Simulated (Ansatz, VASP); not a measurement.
Sn in VASP and in Ansatz

The input INCAR:

```
PREC = Accurate ; ENCUT = 520
EDIFF = 1E-6 ; ISMEAR = -1
SIGMA = 0.03 ; LREAL = False
LASPH = True ; NELM = 100
ALGO = Normal ; ISIF = 2
LWAVE = False ; LCHARG = False
GGA = CA ; NBANDS = 21
```

File KPOINTS:

```
regular mesh
0
Gamma
  9 9 9
```

Contents of POSCAR:

```
Sn
1.0
   -0.0324560000      3.2293720000      3.2293720000
    3.2293720000     -0.0324560000      3.2293720000
    3.2293720000      3.2293720000     -0.0324560000
Sn
2
Direct
    0.5000000000      0.5000000000      0.5000000000
    0.7500000000      0.7500000000      0.7500000000
```

Input for Ansatz:

```yaml
crystal:
  lattice:
    - [-0.032456, 3.229372, 3.229372]
    - [3.229372, -0.032456, 3.229372]
    - [3.229372, 3.229372, -0.032456]
  atoms:
    - { symbol: Sn, position: [0.5, 0.5, 0.5] }
    - { symbol: Sn, position: [0.75, 0.75, 0.75] }
kpoints:
  mp_grid: { grid: [9, 9, 9] }
  band_path:
    path:
      - [0.0, 0.0, 0.0]
      - [0.5, 0.5, 0.5]
      - [0.2525443832, 0.5, 0.7474556168]
      - [-0.2525443832, 0.2525443832, 0.5]
      - [0.0, 0.0, 0.5]
      - [0.0, 0.0, 0.0]
      - [-0.3762721916, 0.0, 0.3762721916]
      - [0.0, 0.3762721916, 0.6237278084]
      - [0.0, 0.5, 0.5]
    npoints: 5
scf:
  occupations: { method: fermi_dirac, width: 0.03 }
hamiltonian:
  xc: lda
  pseudopotentials: { kind: all_electron, lapw: { basis_error: 0.00025 } }
output:
  forces: true
  stress: true
  eigenvalues: true
```

Change from the starting cell: equal xy, yz and zx shear strains of -1 %.

Alike in both runs: task single point; functional LDA; k mesh 9 × 9 × 9; occupations fermi-dirac, width 0.03 eV; no spin polarisation.

|  | VASP | Ansatz |
| --- | --- | --- |
| version | VASP 6.6.1 | Ansatz 0.2.0 |
| potentials or method | VASP PAW LDA potentials, release 64 (Sn_d) | all-electron LAPW, scalar-relativistic |
| plane-wave cutoff (eV) | 520 | see its input |

|  | VASP | Ansatz | Ansatz less VASP |
| --- | --- | --- | --- |
| pressure (GPa) | -0.3 | -0.3 | 0.00 |
| largest component of the traceless stress (GPa) | 0.50 | 0.50 | -0.002 |
| rms of the force components (eV/Å) | 0.092 | 0.092 | -0.0006 |

Atom by atom the forces differ by 0.001 eV/Å (rms over components). Ansatz ran all-electron here, so the differences hold the error of VASP's frozen core and of both bases.
